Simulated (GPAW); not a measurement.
Here is a GPAW 26.7.0 calculation.

Contents of run.py:

```python
from ase import Atoms
from ase.dft.bandgap import bandgap
from ase.io import write
from ase.units import GPa
from gpaw import GPAW, PW, setup_paths

setup_paths.insert(0, '.')

atoms = Atoms(['In', 'P'],
              cell=[[0.0, 2.9305, 2.9305],
                    [2.9305, 0.0, 2.9305],
                    [2.9305, 2.9305, 0.0]],
              scaled_positions=[[0.007649, -0.008311, -0.011907],
                                [0.755472, 0.745867, 0.765181]],
              pbc=True)

calc = GPAW(mode=PW(600),
            xc='PBEsol',
            kpts={'size': (8, 8, 8), 'gamma': True},
            occupations={'name': 'fermi-dirac', 'width': 0.05},
            nbands=18,
            convergence={'density': 1e-05, 'energy': 1e-05},
            maxiter=150,
            txt='gpaw.txt')
atoms.calc = calc
energy = atoms.get_potential_energy()
forces = atoms.get_forces()
stress = atoms.get_stress()
calc.write('gs.gpw')
write('result.traj', atoms)
print(f'Energy: {energy:.6f} eV')
print('Forces (eV/A):')
print(forces.round(4))
print('Stress (GPa):', (stress / GPa).round(3))
print('Fermi level:', round(calc.get_fermi_level(), 4), 'eV')
print(f'Gap: {bandgap(calc)[0]:.4f} eV, direct: {bandgap(calc, direct=True)[0]:.4f} eV')
```

Potentials or basis: PAW data sets generated in the run's folder for this functional, pw.

The run is started by

```console
$ gpaw-setup -f PBEsol In P
$ OMP_NUM_THREADS=1 python run.py
```

Question: Predict the band gap on the k mesh.

Answer: 0.43 eV, direct.

Question: What does it give for the pressure?

Answer: 0.7 GPa.

Forces in eV/Å, atoms in the order of the input:
```
In   0.755  0.612  0.218
P   -0.755 -0.612 -0.218
```

Caveat: spin-orbit coupling is left out, which moves the levels of the heavy elements.
